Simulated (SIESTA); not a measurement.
Crystal: CuO.

```
Cu O
1.0
     2.83633    0.00000    0.00000
    -1.41816    2.45633    0.00000
     0.00000    0.00000    2.76811
Cu O
1 1
Cartesian
  0.0000 0.0000 0.0000
  1.4182 0.8188 1.3841
```

Measurements of this composition are mostly on another form, of space group No. 15.

| Property | Result |
| --- | --- |
| Program | SIESTA 5.4.2 |
| Task | single point |
| Functional | PBE |
| Potentials or basis | PseudoDojo 0.4 standard (PBE files) |
| Basis | DZP (energy shift 0.003 Ry; two zetas on semicore shells) |
| Grid cutoff | 800 Ry |
| Energy shift | 0.003 Ry |
| k mesh | 11 × 11 × 10 |
| Occupations | fermi-dirac, width 0.05 eV |
| Spin | no spin polarisation |

On this cell: pressure 0.6 GPa; largest force under 0.003 eV/Å; band gap on the k mesh none (metal or under the smearing width).

The same run follows on a disturbed copy (atoms moved at random, drawn with an rms of 0.05 Å):

```
Cu O
1.0
     2.83633    0.00000    0.00000
    -1.41816    2.45633    0.00000
     0.00000    0.00000    2.76811
Cu O
1 1
Direct
  0.01187 0.00460 0.98089
  0.64528 0.32784 0.50761
```

What changes?

The energy (extrapolated to zero smearing) moves by +5.2 meV/atom; pressure 1.4 GPa; largest force 0.323 eV/Å; band gap on the k mesh none (metal or under the smearing width).

Forces in eV/Å, atoms in the order of the input:
```
Cu  -0.023 -0.049  0.317
O    0.023  0.050 -0.318
```

Stress tensor (GPa, compression positive):
```
 4.76  0.18 -0.81
 0.18  4.11 -0.30
-0.81 -0.30 -4.54
```

Caveats: short orbitals over semicore shells can move pressures by several GPa; the basis of atomic orbitals isn't converged, which shifts pressures, moduli and gaps; an odd number of electrons without spin polarisation forces a metal; a magnetic or distorted state may lie lower; the run has no spin polarisation, though such a crystal can be magnetic; semilocal functionals often make such compounds metallic where correlation or magnetic order opens a gap, which also shifts bond lengths.
